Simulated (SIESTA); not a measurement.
Input of a SIESTA 5.4.2 run:

Contents of C.fdf:

```
SystemName                      C
SystemLabel                     C
NumberOfSpecies                 1
NumberOfAtoms                   4
%block ChemicalSpeciesLabel
  1   6 C
%endblock ChemicalSpeciesLabel

LatticeConstant                 1.0 Ang
%block LatticeVectors
     2.4561701622     0.0000000000     0.0000000000
    -1.2280850811     2.1271057565     0.0000000000
     0.0000000000     0.0000000000    23.5238033600
%endblock LatticeVectors
AtomicCoordinatesFormat         Ang
%block AtomicCoordinatesAndAtomicSpecies
     0.0000000000     1.4180704901     7.5000000000  1
     1.2280850811     0.7090352663     7.5000000000  1
     0.0000000000     1.4180704901    16.0238033600  1
     1.2280850811     0.7090352663    16.0238033600  1
%endblock AtomicCoordinatesAndAtomicSpecies

%block kgrid.MonkhorstPack
    8   0   0  0.0
    0   8   0  0.0
    0   0   1  0.0
%endblock kgrid.MonkhorstPack
XC.Functional                   GGA
XC.Authors                      PBE
PAO.BasisSize                   DZP
PAO.EnergyShift                 0.003 Ry
Mesh.Cutoff                     500 Ry
OccupationFunction              FD
ElectronicTemperature           0.05 eV
Slab.DipoleCorrection           vacuum
MaxSCFIterations                120
SCF.MustConverge                false
SCF.Mixer.Method                Pulay
SCF.Mixer.Weight                0.25
SCF.Mixer.History               8
SCF.DM.Tolerance                5.0e-05
SCF.H.Tolerance                 1.0e-03 eV
WriteForces                     true
Charge.Mulliken                 end
MD.TypeOfRun                    FIRE
MD.Steps                        40
MD.MaxForceTol                  0.02 eV/Ang
MD.MaxDispl                     0.1 Ang
WriteCoorStep                   true
AtomCoorFormatOut               Fractional
%block Geometry.Constraints
  atom [1 2]
%endblock Geometry.Constraints
```

Potentials or basis: PseudoDojo 0.5 standard (PBE files), DZP (energy shift 0.003 Ry).

Run with:

```sh
$ siesta < C.fdf > C.out 2>&1
```

(1) What does it give for the band gap on the k mesh?

Results:

(1) 1.99 eV, direct.

Caveat: the relaxation stopped at its first step, so nothing moved; the basis of atomic orbitals isn't converged, which shifts pressures, moduli and gaps.
